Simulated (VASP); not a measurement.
# KI in VASP 6.6.1, single-point calculation

INCAR

```
LASPH = .TRUE.
ENCUT = 520
SIGMA = 0.02
NSW = 0
IBRION = -1
LCHARG = .FALSE.
LREAL = .FALSE.
PREC = Accurate
ISMEAR = -1
IVDW = 12
GGA = PE
NELM = 120
EDIFF = 1E-7
LWAVE = .FALSE.
ISIF = 2
LMAXMIX = 4
NBANDS = 15
```

KPOINTS

```
KPOINTS created by Atomic Simulation Environment
0
Gamma
6 6 6
0 0 0
```

POSCAR

```
K  I
 1.0000000000000000
     4.2910852517000002    0.0000000000000000    0.0000000000000000
     0.0000000000000000    4.5339606769999996    0.0000000000000000
     0.0000000000000000    0.0000000000000000    4.2910852517000002
 K   I
   1   1
Cartesian
  0.0000000000000000  0.0000000000000000  0.0000000000000000
  2.1455426258499997  2.2669803384999998  2.1455426258499997
```

The recommended PBE PAW datasets give the neutral cell 16 valence electrons.

Command

```
mpirun -np 1 vasp_std
```

OSZICAR

```
N       E                     dE             d eps       ncg     rms          rms(c)
DAV:   1     0.878240052013E+02    0.87824E+02   -0.64932E+03  1200   0.913E+02
DAV:   2    -0.283805280647E+00   -0.88108E+02   -0.82439E+02  1543   0.214E+02
DAV:   3    -0.529461570151E+01   -0.50108E+01   -0.49890E+01  1674   0.441E+01
DAV:   4    -0.553216123894E+01   -0.23755E+00   -0.23746E+00  1898   0.844E+00
DAV:   5    -0.553419475649E+01   -0.20335E-02   -0.20335E-02  1666   0.810E-01    0.245E+00
DAV:   6    -0.543092622714E+01    0.10327E+00   -0.74764E-02  1564   0.171E+00    0.176E+00
DAV:   7    -0.540763120119E+01    0.23295E-01   -0.94511E-02  1620   0.169E+00    0.735E-01
DAV:   8    -0.541036608342E+01   -0.27349E-02   -0.13217E-02  1417   0.734E-01    0.145E-01
DAV:   9    -0.541050396270E+01   -0.13788E-03   -0.64906E-04  1690   0.164E-01    0.713E-02
DAV:  10    -0.541056960900E+01   -0.65646E-04   -0.10599E-04  1556   0.623E-02    0.161E-02
DAV:  11    -0.541058777926E+01   -0.18170E-04   -0.27481E-05  1501   0.338E-02    0.169E-02
DAV:  12    -0.541058737642E+01    0.40285E-06   -0.99445E-07  1655   0.744E-03    0.738E-03
DAV:  13    -0.541058745632E+01   -0.79899E-07   -0.22315E-07  1487   0.262E-03
   1 F= -.59009638E+01 E0= -.59009638E+01  d E =-.180502E-12
```

From OUTCAR

```
k-points           NKPTS =     40   k-points in BZ     NKDIM =     40   number of bands    NBANDS=     15

   NELECT =      16.0000    total number of electrons

   dimension x,y,z NGX =    32 NGY =   36 NGZ =   32
   dimension x,y,z NGXF=    64 NGYF=   72 NGZF=   64

  energy-cutoff  :      520.00
  volume of cell :       83.49
      direct lattice vectors                 reciprocal lattice vectors
     4.291085252  0.000000000  0.000000000     0.233041280  0.000000000  0.000000000
     0.000000000  4.533960677  0.000000000     0.000000000  0.220557713  0.000000000
     0.000000000  0.000000000  4.291085252     0.000000000  0.000000000  0.233041280

 k-points in reciprocal lattice and weights: KPOINTS created by Atomic Simulation Env
   0.00000000  0.00000000  0.00000000       0.005
   0.16666667  0.00000000  0.00000000       0.019
   0.33333333  0.00000000  0.00000000       0.019
   0.50000000  0.00000000  0.00000000       0.009
   0.00000000  0.16666667  0.00000000       0.009
   0.16666667  0.16666667  0.00000000       0.037
   0.33333333  0.16666667  0.00000000       0.037
   0.50000000  0.16666667  0.00000000       0.019
   ...

 E-fermi :   1.1389

 k-point     1 :       0.0000    0.0000    0.0000
  band No.  band energies     occupation
      1     -28.9116      2.00000
      2     -12.3639      2.00000
      3     -12.3639      2.00000
      4     -12.3588      2.00000
      5     -10.4821      2.00000
      6      -0.0117      2.00000
      7       0.3311      2.00000
      8       0.3311      2.00000
      9       3.7014      0.00000
     10       5.3307      0.00000
     11       5.5132      0.00000
     12       8.7499      0.00000
     13       8.7499      0.00000
     14       9.0698      0.00000
     15      10.6052      0.00000

 k-point     2 :       0.1667    0.0000    0.0000
  band No.  band energies     occupation
      1     -28.9104      2.00000
      2     -12.3990      2.00000
      3     -12.3614      2.00000
      4     -12.3560      2.00000
      5     -10.4175      2.00000
      6      -0.3011      2.00000
      7       0.0121      2.00000
      8       0.3578      2.00000
      9       4.2295      0.00000
     10       5.5854      0.00000
     11       6.1177      0.00000
     12       8.6199      0.00000
     13       8.8656      0.00000
     14       8.9359      0.00000
     15      10.0477      0.00000

 k-point     3 :       0.3333    0.0000    0.0000
  band No.  band energies     occupation
      1     -28.9082      2.00000
      2     -12.4655      2.00000
      3     -12.3564      2.00000
      4     -12.3503      2.00000
      5     -10.2872      2.00000
      6      -1.2019      2.00000
      7       0.0604      2.00000
      8       0.4120      2.00000
      9       5.1623      0.00000
     10       6.1652      0.00000
     11       7.2139      0.00000
     12       8.5199      0.00000
     13       8.6238      0.00000
     14       8.8300      0.00000
     15       9.1427      0.00000

 ...

  Total      -0.33050    -1.10316    -0.33050     0.00000     0.00000     0.00000
  in kB      -6.34257   -21.17070    -6.34257     0.00000     0.00000     0.00000
  external pressure =      -11.29 kB  Pullay stress =        0.00 kB

 POSITION                                       TOTAL-FORCE (eV/Angst)
 -----------------------------------------------------------------------------------
      0.00000      0.00000      0.00000         0.000000      0.000000      0.000000
      2.14554      2.26698      2.14554         0.000000      0.000000      0.000000
 -----------------------------------------------------------------------------------
    total drift:                                0.000000     -0.000000     -0.000000

  FREE ENERGIE OF THE ION-ELECTRON SYSTEM (eV)
  ---------------------------------------------------
  free  energy   TOTEN  =        -5.9009637858 eV

  energy  without entropy=       -5.9009637858  energy(sigma->0) =       -5.90096379
```

It converged. Results: gap between bands v and c on the k mesh 3.06 eV; least direct gap on the k mesh 3.37 eV; pressure -1.1 GPa. Band v is the last that the valence electrons fill when counted band by band, and c is the next.

For comparison, a separate PBE run of the intended cell, on usual settings and not on those above, gives a gap of 3.06 eV on its mesh and a pressure of -0.2 GPa.

The run above took about 30 s on one core of a shared host (Intel Xeon Platinum 8488C) and held 0.2 GiB at most.
